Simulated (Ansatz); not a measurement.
ZrO in Ansatz: convergence with smearing width

Input of the first run (smearing width 0.3 eV); the others differ in this setting and in those tied to it:

Contents of input.yaml:

```yaml
crystal:
  lattice:
    - [1.82663986, -2.91884927, 0.0]
    - [1.82663986, 2.91884927, 0.0]
    - [0.0, 0.0, 2.61993837]
  atoms:
    - { symbol: Zr, position: [0.0, 0.0, 0.0] }
    - { symbol: O, position: [0.5, 0.5, 0.0] }
hamiltonian:
  xc: r2scan
  pseudopotentials: { kind: paw_fr }
magnetization:
  noncollinear: true
  spin_orbit: true
kpoints:
  mp_grid: { grid: [7, 7, 8] }
scf:
  occupations: { method: gaussian, width: 0.3 }
output:
  forces: true
  stress: true
  eigenvalues: true
```

Potentials or basis: Ansatz PAW.

Launch:

```sh
$ ansatz run input.yaml --threads 2 --pin off --max-ram 5632MiB --backend cpu --events-out ev --progress --plain --runs-dir out
```

The cell was built by a generator and needn't be a form met in nature.

Hardware: 2 threads of Arm Neoverse V2, with other jobs on the host.

Task: The values tried are 0.3 eV, 0.2 eV, 0.15 eV, 0.1 eV, 0.05 eV, 0.025 eV, 0.01 eV, 0.005 eV, loosest first. From which on does the pressure stay within 0.1 GPa of the tightest run that finished?

Result: From 0.05 eV on.

| smearing width | energy less the tightest run, at zero smearing (meV/atom) | pressure (GPa) | SCF cycles | CPU time (s) | peak memory (GiB) |
| --- | --- | --- | --- | --- | --- |
| 0.3 eV | 0.27 | 62.86 | 9 | 19 | 0.54 |
| 0.2 eV | 0.22 | 62.76 | 9 | 19 | 0.54 |
| 0.15 eV | 0.07 | 62.71 | 9 | 19 | 0.54 |
| 0.1 eV | -0.04 | 62.65 | 9 | 19 | 0.54 |
| 0.05 eV | 0.03 | 62.60 | 9 | 20 | 0.54 |
| 0.025 eV | 0.03 | 62.55 | 9 | 18 | 0.54 |
| 0.01 eV | 0.00 | 62.51 | 9 | 18 | 0.54 |
| 0.005 eV | 0.00 | 62.50 | 9 | 18 | 0.54 |

Against the tightest run, the energy stays within 1 meV/atom from 0.3 eV on. Narrower smearing needs a denser k mesh, so at a fixed mesh the narrowest width isn't the most accurate. The tightest run that finished is the yardstick and may itself not be fully converged.

Caveat, for the tightest run too: a pressure of tens of GPa on the cell as given is suspect, and the run, the potentials or the cell itself is likely at fault; the PAW data sets come from PBE, with cores solved anew for the run's functional, which leaves a small shift of forces and pressure.
